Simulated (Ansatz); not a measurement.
## Ge: enthalpy against pressure

Ge, P6_3/mmc, a = 3.997 Å, c = 6.596 Å. This isn't the element's structure at ambient conditions. Ansatz: PBEsol, PAW, 420 eV, Γ-centred 12×12×6 mesh on 4 atoms, Gaussian smearing 0.10 eV; no spin polarisation. Cell and atoms are relaxed at each pressure, and no other structure is tried, so the rows at high pressure may lie past a change of phase. y is the enthalpy over the state at zero pressure; there V0 = 22.816 Å³/atom. The pressures are the targets, met within 0.02 GPa.

| P (GPa) | y (eV/atom) |
| --- | --- |
| -2.0 | -0.2893 |
| 0.0 | 0.0000 |
| 2.0 | 0.2807 |
| 5.0 | 0.6886 |
| 10.0 | 1.3398 |
| 20.0 | ? |
| 40.0 | 4.7880 |

Problem. Fit y = c1 P + c2 P² + c3 P³ to the other rows, say what c1 and c2 mean, and predict the missing value.

Solution. Least squares on the rows shown. y = 0.14230 P − 0.00092506 P² + 9.0029×10⁻⁶ P³. Since dH/dP = V, c1 is V0: 0.14230 eV/GPa × 160.2 = 22.796 Å³ against 22.816; c2 = −V0/(2B0) gives B0 = 77 GPa, where a Birch–Murnaghan fit to the volumes of the same runs (not shown) gives 67 GPa: a cubic over this range folds the higher terms into c2. Above P = −c2/(3 c3) = 34 GPa the cubic's slope, the volume, would rise with pressure, so the form fails there. At P = 20.0 the fit asked for gives 2.5480 eV/atom. The run gave 2.5617 eV/atom, so the fit is 0.0137 eV/atom too low, 0.27 % of the span of the series, against an rms of 0.0006 eV/atom on the fitted rows. With a term in P⁴ added, a fit to the same known rows predicts 2.5715 eV/atom, a smaller miss on the other side. Also, this row ran on the mesh 12×12×8, its neighbour on 12×12×6, which can shift it a little.

The mesh isn't the same in all rows (12×12×6, 12×12×8).